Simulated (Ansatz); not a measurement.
Born–Oppenheimer molecular dynamics of a periodic cell of 36 atoms, Be (start crystal Be, start structure hcp, volume 1 times the crystal's). It goes on from the last frame of an earlier run, with new velocities.

All numbers below come from DFT PBE-D3(BJ), scalar-relativistic, plane waves, PAW in Ansatz 0.2.0. Settings: accuracy low, cutoff 420 eV, k mesh 2x2x2, fermi-dirac smearing 0.24 eV, no spin polarisation.

```json
{"ensemble": "NVT, Langevin thermostat", "time step": "1.5 fs", "steps asked": "149", "set temperature": "2240 K", "friction": "0.02 /fs", "temperature schedule": "112 steps to 300 K, then 37 steps to 300 K", "seed": "488274"}
```

Frames 1.5 fs apart, positions in Å, forces in eV/Å.

Velocities at 90.0 fs (Å/ps):

```
Be 11.16 -15.22 -5.05
Be -1.71 5.91 24.10
Be 2.06 8.03 -17.50
Be -3.19 8.11 8.03
Be -4.30 8.82 7.09
Be 8.83 4.78 -5.47
Be 31.55 7.74 -2.39
Be -17.89 8.75 -13.02
Be -8.05 -12.61 -21.85
Be 18.13 28.51 -15.13
Be 2.07 -5.97 12.09
Be -19.74 -19.73 -2.05
Be -1.61 -21.48 -22.14
Be 4.58 -5.67 11.19
Be -12.01 9.55 -22.69
Be 4.78 3.17 4.70
Be 1.20 -27.88 5.29
Be 12.02 -8.78 -6.88
Be -11.17 -3.72 -6.85
Be -0.08 18.36 10.13
Be -15.65 -10.65 -1.02
Be -1.37 7.20 -23.11
Be -32.41 -19.46 -32.74
Be 19.25 12.16 -2.54
Be -26.78 13.01 -13.63
Be -2.12 0.63 -11.31
Be -15.21 6.67 14.48
Be -0.49 -20.43 8.02
Be 9.65 7.24 7.48
Be -17.27 2.29 6.17
Be -7.04 -13.05 22.99
Be -28.84 3.88 8.76
Be -24.16 -6.46 -10.22
Be -15.31 -17.67 -6.07
Be -16.51 -0.47 17.61
Be 4.55 3.05 1.96
```

```xyz
36
Lattice="6.8700 0.0000 0.0000 -3.4350 5.9496 0.0000 0.0000 0.0000 7.1769" Properties=species:S:1:pos:R:3:forces:R:3 time_fs=90.0 energy_less_start_eV=-5.512 T=2046
Be -0.003 0.311 -0.135 -0.55 -2.85 1.32
Be -0.133 1.506 1.815 0.36 -0.22 -0.78
Be 0.001 0.110 3.480 -0.34 0.45 0.32
Be -0.015 1.413 5.506 -0.19 -0.16 -3.55
Be -1.294 1.850 -0.181 -1.66 1.05 0.37
Be -1.407 3.213 1.591 0.51 1.61 0.03
Be -1.166 1.962 3.443 0.28 0.89 -0.12
Be -0.853 3.492 5.377 -0.44 -1.88 -2.07
Be -2.332 3.794 -0.568 -0.24 1.30 1.62
Be -2.216 5.663 1.581 -0.91 -1.84 0.53
Be -2.420 4.245 3.303 0.21 -0.87 0.11
Be -2.349 5.301 5.178 -0.25 0.70 0.08
Be 2.102 0.118 -0.292 0.11 -0.02 0.25
Be 2.191 1.394 1.439 0.21 1.29 0.76
Be 2.362 0.072 3.608 -2.17 0.83 -1.57
Be 2.497 1.444 5.268 -0.67 -0.63 -0.57
Be 0.532 2.113 -0.025 3.93 2.07 1.04
Be 0.952 3.370 1.762 0.49 0.27 -0.29
Be 0.998 2.120 3.572 0.43 0.37 0.23
Be 1.232 3.626 5.622 -1.23 -1.50 -1.76
Be -0.236 3.986 -0.028 -0.09 0.86 -0.24
Be -0.065 5.485 1.312 0.20 0.06 1.92
Be -0.183 4.229 3.276 0.17 -0.58 0.69
Be -0.064 5.249 5.236 -0.17 0.57 -0.81
Be 4.159 0.309 -0.493 0.98 0.74 1.31
Be 4.443 1.509 1.700 -0.91 -0.30 -0.83
Be 4.316 0.318 3.593 1.05 -0.22 -0.38
Be 4.545 2.033 4.983 -0.31 -0.65 1.95
Be 3.379 2.272 -0.192 -0.70 -0.46 0.07
Be 3.419 3.808 1.418 -0.96 -0.38 0.29
Be 3.295 2.365 3.246 -0.17 -0.66 0.04
Be 3.149 3.415 4.978 0.26 1.19 1.05
Be 1.739 4.413 0.102 1.40 0.32 1.00
Be 2.059 5.766 1.801 0.81 -1.63 -0.46
Be 1.946 4.283 3.547 0.49 -0.16 -0.27
Be 2.292 5.379 5.497 0.06 0.43 -1.28
36
Lattice="6.8700 0.0000 0.0000 -3.4350 5.9496 0.0000 0.0000 0.0000 7.1769" Properties=species:S:1:pos:R:3:forces:R:3 time_fs=91.5 energy_less_start_eV=-5.184 T=1890
Be 0.009 0.283 -0.143 -0.73 -2.68 1.22
Be -0.139 1.519 1.852 0.44 -0.44 -1.40
Be 0.004 0.120 3.455 -0.35 0.28 0.46
Be -0.019 1.423 5.513 -0.21 -0.27 -3.57
Be -1.302 1.864 -0.174 -1.46 0.87 0.29
Be -1.396 3.221 1.586 0.24 1.45 0.06
Be -1.119 1.975 3.439 -0.52 0.92 0.42
Be -0.883 3.500 5.355 -0.10 -1.66 -2.14
Be -2.342 3.779 -0.600 -0.24 1.43 1.88
Be -2.193 5.700 1.558 -1.26 -2.33 0.68
Be -2.418 4.238 3.321 0.11 -0.88 -0.08
Be -2.378 5.275 5.174 -0.13 0.92 -0.07
Be 2.103 0.086 -0.321 -0.03 0.07 0.36
Be 2.197 1.385 1.459 0.38 1.58 0.60
Be 2.341 0.086 3.572 -2.03 0.70 -1.30
Be 2.502 1.446 5.274 -0.74 -0.74 -0.60
Be 0.537 2.074 -0.019 3.97 2.29 1.26
Be 0.972 3.358 1.750 0.47 0.37 -0.24
Be 0.983 2.111 3.565 0.69 0.42 0.34
Be 1.234 3.652 5.632 -1.61 -1.81 -1.98
Be -0.261 3.973 -0.029 0.00 0.69 -0.43
Be -0.065 5.495 1.284 0.17 -0.03 1.96
Be -0.231 4.199 3.228 0.46 -0.29 0.89
Be -0.036 5.265 5.230 -0.52 0.16 -1.07
Be 4.121 0.333 -0.515 1.30 0.82 1.44
Be 4.438 1.512 1.683 -0.83 -0.27 -0.54
Be 4.295 0.328 3.614 1.26 -0.17 -0.61
Be 4.544 2.003 5.000 -0.30 -0.38 1.72
Be 3.390 2.283 -0.181 -0.90 -0.58 0.10
Be 3.392 3.810 1.426 -0.76 -0.29 0.28
Be 3.285 2.342 3.286 -0.19 -0.58 -0.22
Be 3.108 3.421 4.993 0.80 0.89 1.00
Be 1.702 4.405 0.088 1.59 0.63 1.31
Be 2.036 5.737 1.791 0.84 -1.47 -0.37
Be 1.925 4.282 3.571 0.37 -0.07 -0.40
Be 2.301 5.385 5.498 -0.20 0.45 -1.26
36
Lattice="6.8700 0.0000 0.0000 -3.4350 5.9496 0.0000 0.0000 0.0000 7.1769" Properties=species:S:1:pos:R:3:forces:R:3 time_fs=93.0 energy_less_start_eV=-4.867 T=1876
Be 0.014 0.248 -0.153 -0.81 -2.35 1.12
Be -0.147 1.531 1.885 0.55 -0.59 -2.04
Be 0.005 0.126 3.430 -0.38 0.12 0.59
Be -0.026 1.429 5.511 -0.21 -0.35 -3.41
Be -1.314 1.884 -0.174 -1.12 0.72 0.26
Be -1.387 3.235 1.587 -0.04 1.22 0.02
Be -1.077 1.990 3.440 -1.31 0.95 0.94
Be -0.917 3.501 5.329 0.29 -1.37 -2.14
Be -2.352 3.768 -0.630 -0.24 1.54 2.12
Be -2.178 5.729 1.539 -1.53 -2.68 0.74
Be -2.413 4.231 3.342 -0.03 -0.92 -0.25
Be -2.407 5.253 5.168 0.01 1.14 -0.18
Be 2.107 0.058 -0.345 -0.22 0.12 0.42
Be 2.205 1.378 1.480 0.51 1.83 0.48
Be 2.312 0.101 3.528 -1.74 0.57 -0.99
Be 2.509 1.445 5.276 -0.82 -0.80 -0.62
Be 0.552 2.044 -0.014 3.81 2.24 1.36
Be 0.997 3.347 1.739 0.38 0.45 -0.14
Be 0.970 2.099 3.562 0.99 0.50 0.42
Be 1.237 3.674 5.633 -2.00 -2.04 -2.10
Be -0.284 3.961 -0.029 0.09 0.56 -0.65
Be -0.064 5.505 1.264 0.11 -0.12 1.93
Be -0.280 4.168 3.184 0.84 0.00 1.08
Be -0.009 5.279 5.221 -0.85 -0.24 -1.22
Be 4.088 0.361 -0.538 1.58 0.83 1.59
Be 4.431 1.513 1.666 -0.71 -0.24 -0.28
Be 4.280 0.337 3.633 1.36 -0.13 -0.84
Be 4.542 1.971 5.022 -0.28 -0.16 1.49
Be 3.395 2.294 -0.174 -1.07 -0.66 0.16
Be 3.364 3.811 1.436 -0.58 -0.24 0.29
Be 3.274 2.317 3.332 -0.21 -0.47 -0.51
Be 3.069 3.432 5.011 1.35 0.56 0.92
Be 1.668 4.399 0.078 1.75 0.90 1.48
Be 2.017 5.708 1.782 0.86 -1.30 -0.26
Be 1.909 4.284 3.591 0.24 0.00 -0.53
Be 2.315 5.395 5.495 -0.55 0.42 -1.23
36
Lattice="6.8700 0.0000 0.0000 -3.4350 5.9496 0.0000 0.0000 0.0000 7.1769" Properties=species:S:1:pos:R:3:forces:R:3 time_fs=94.5 energy_less_start_eV=-4.577 T=1740
Be 0.021 0.210 -0.163 -0.88 -1.92 1.00
Be -0.157 1.535 1.911 0.66 -0.61 -2.62
Be 0.006 0.131 3.402 -0.41 -0.07 0.76
Be -0.037 1.437 5.502 -0.15 -0.42 -3.05
Be -1.331 1.905 -0.177 -0.66 0.58 0.26
Be -1.379 3.250 1.589 -0.35 0.91 -0.09
Be -1.042 2.003 3.442 -1.98 0.99 1.37
Be -0.948 3.498 5.296 0.59 -1.09 -2.06
Be -2.362 3.758 -0.656 -0.19 1.63 2.30
Be -2.171 5.751 1.521 -1.68 -2.87 0.71
Be -2.407 4.220 3.360 -0.21 -0.92 -0.38
Be -2.436 5.232 5.166 0.15 1.36 -0.33
Be 2.108 0.036 -0.370 -0.34 0.13 0.50
Be 2.216 1.376 1.499 0.57 1.98 0.40
Be 2.280 0.116 3.480 -1.35 0.44 -0.65
Be 2.514 1.440 5.274 -0.92 -0.82 -0.61
Be 0.578 2.020 -0.006 3.44 2.02 1.26
Be 1.031 3.333 1.726 0.19 0.53 0.01
Be 0.960 2.091 3.561 1.26 0.55 0.48
Be 1.236 3.692 5.625 -2.35 -2.17 -2.09
Be -0.306 3.948 -0.033 0.21 0.49 -0.84
Be -0.062 5.519 1.250 0.02 -0.22 1.85
Be -0.328 4.137 3.147 1.31 0.28 1.24
Be 0.017 5.290 5.208 -1.15 -0.56 -1.24
Be 4.061 0.391 -0.560 1.75 0.73 1.73
Be 4.424 1.514 1.651 -0.58 -0.21 -0.05
Be 4.270 0.344 3.648 1.36 -0.08 -1.08
Be 4.539 1.940 5.048 -0.25 0.02 1.22
Be 3.398 2.301 -0.172 -1.24 -0.70 0.23
Be 3.336 3.814 1.447 -0.38 -0.24 0.29
Be 3.258 2.293 3.377 -0.20 -0.33 -0.79
Be 3.033 3.448 5.034 1.85 0.22 0.78
Be 1.641 4.394 0.069 1.84 1.08 1.49
Be 2.002 5.679 1.773 0.85 -1.13 -0.17
Be 1.895 4.289 3.607 0.17 0.04 -0.65
Be 2.330 5.410 5.489 -0.95 0.35 -1.20
36
Lattice="6.8700 0.0000 0.0000 -3.4350 5.9496 0.0000 0.0000 0.0000 7.1769" Properties=species:S:1:pos:R:3:forces:R:3 time_fs=96.0 energy_less_start_eV=-4.341 T=1702
Be 0.030 0.169 -0.170 -0.94 -1.47 0.85
Be -0.167 1.537 1.930 0.78 -0.57 -3.14
Be 0.007 0.138 3.374 -0.42 -0.29 0.96
Be -0.053 1.444 5.485 -0.04 -0.43 -2.51
Be -1.354 1.925 -0.178 -0.07 0.46 0.28
Be -1.370 3.267 1.589 -0.67 0.58 -0.24
Be -1.013 2.013 3.441 -2.55 1.04 1.79
Be -0.977 3.493 5.256 0.78 -0.84 -1.88
Be -2.372 3.752 -0.677 -0.10 1.68 2.43
Be -2.174 5.768 1.506 -1.71 -2.95 0.67
Be -2.403 4.208 3.376 -0.41 -0.90 -0.49
Be -2.459 5.211 5.166 0.25 1.57 -0.52
Be 2.106 0.017 -0.394 -0.36 0.13 0.58
Be 2.224 1.376 1.518 0.60 2.02 0.33
Be 2.246 0.129 3.434 -0.93 0.34 -0.31
Be 2.514 1.433 5.268 -0.99 -0.83 -0.54
Be 0.615 2.000 0.007 2.89 1.71 0.95
Be 1.069 3.316 1.710 -0.08 0.61 0.23
Be 0.958 2.089 3.558 1.41 0.56 0.52
Be 1.230 3.709 5.613 -2.60 -2.24 -1.96
Be -0.329 3.937 -0.036 0.37 0.43 -1.03
Be -0.055 5.530 1.242 -0.16 -0.31 1.74
Be -0.374 4.111 3.117 1.82 0.53 1.38
Be 0.041 5.293 5.188 -1.38 -0.66 -1.07
Be 4.040 0.421 -0.577 1.76 0.47 1.78
Be 4.415 1.515 1.641 -0.43 -0.18 0.13
Be 4.268 0.349 3.661 1.30 -0.04 -1.31
Be 4.536 1.910 5.078 -0.22 0.18 0.89
Be 3.399 2.307 -0.170 -1.40 -0.71 0.31
Be 3.304 3.821 1.457 -0.14 -0.27 0.29
Be 3.240 2.266 3.420 -0.17 -0.14 -1.02
Be 3.001 3.465 5.063 2.27 -0.11 0.59
Be 1.618 4.391 0.067 1.87 1.18 1.32
Be 1.993 5.648 1.764 0.84 -0.90 -0.08
Be 1.879 4.292 3.621 0.15 0.08 -0.75
Be 2.340 5.430 5.479 -1.32 0.25 -1.17
36
Lattice="6.8700 0.0000 0.0000 -3.4350 5.9496 0.0000 0.0000 0.0000 7.1769" Properties=species:S:1:pos:R:3:forces:R:3 time_fs=97.5 energy_less_start_eV=-4.111 T=1677
Be 0.042 0.129 -0.175 -1.04 -1.07 0.67
Be -0.176 1.539 1.943 0.84 -0.50 -3.56
Be 0.010 0.155 3.349 -0.46 -0.58 1.14
Be -0.073 1.448 5.463 0.10 -0.39 -1.89
Be -1.382 1.950 -0.177 0.55 0.31 0.30
Be -1.363 3.285 1.585 -0.99 0.26 -0.38
Be -0.990 2.026 3.440 -2.98 1.07 2.08
Be -1.007 3.486 5.213 0.90 -0.63 -1.63
Be -2.380 3.748 -0.690 0.01 1.76 2.48
Be -2.183 5.783 1.493 -1.69 -2.97 0.60
Be -2.399 4.195 3.389 -0.62 -0.85 -0.59
Be -2.485 5.193 5.162 0.35 1.74 -0.62
Be 2.102 0.000 -0.413 -0.36 0.13 0.61
Be 2.227 1.378 1.536 0.64 2.02 0.27
Be 2.215 0.139 3.386 -0.51 0.25 0.04
Be 2.510 1.429 5.256 -1.05 -0.88 -0.38
Be 0.660 1.982 0.026 2.25 1.38 0.47
Be 1.103 3.298 1.691 -0.35 0.68 0.51
Be 0.961 2.090 3.554 1.48 0.55 0.54
Be 1.219 3.724 5.598 -2.76 -2.29 -1.69
Be -0.352 3.929 -0.040 0.57 0.38 -1.25
Be -0.047 5.540 1.236 -0.36 -0.39 1.63
Be -0.410 4.091 3.091 2.26 0.74 1.53
Be 0.058 5.285 5.164 -1.55 -0.56 -0.82
Be 4.022 0.450 -0.588 1.69 0.09 1.76
Be 4.402 1.514 1.635 -0.25 -0.15 0.28
Be 4.272 0.355 3.668 1.21 -0.02 -1.50
Be 4.532 1.879 5.110 -0.20 0.33 0.54
Be 3.397 2.311 -0.169 -1.57 -0.70 0.39
Be 3.272 3.828 1.471 0.13 -0.31 0.28
Be 3.217 2.236 3.459 -0.09 0.11 -1.23
Be 2.973 3.482 5.096 2.59 -0.40 0.39
Be 1.599 4.390 0.073 1.86 1.21 0.94
Be 1.985 5.614 1.758 0.83 -0.62 0.02
Be 1.865 4.293 3.634 0.16 0.11 -0.87
Be 2.342 5.453 5.463 -1.61 0.17 -1.07
```

Of the whole run (224 fs, mean temperature of the second half 999 K): The schedule's set-point averaged 462 K over the second half and the system 999 K, so it lags behind the ramp. A run of 0.22 ps of so small a system gives no equilibrium averages. Limits of this set-up: coarse k mesh, low accuracy level.

The run took 11 min on 1 thread of Intel(R) Xeon(R) Platinum 8559C (Emerald Rapids), with other jobs on the host, peak memory 0.79 GiB.
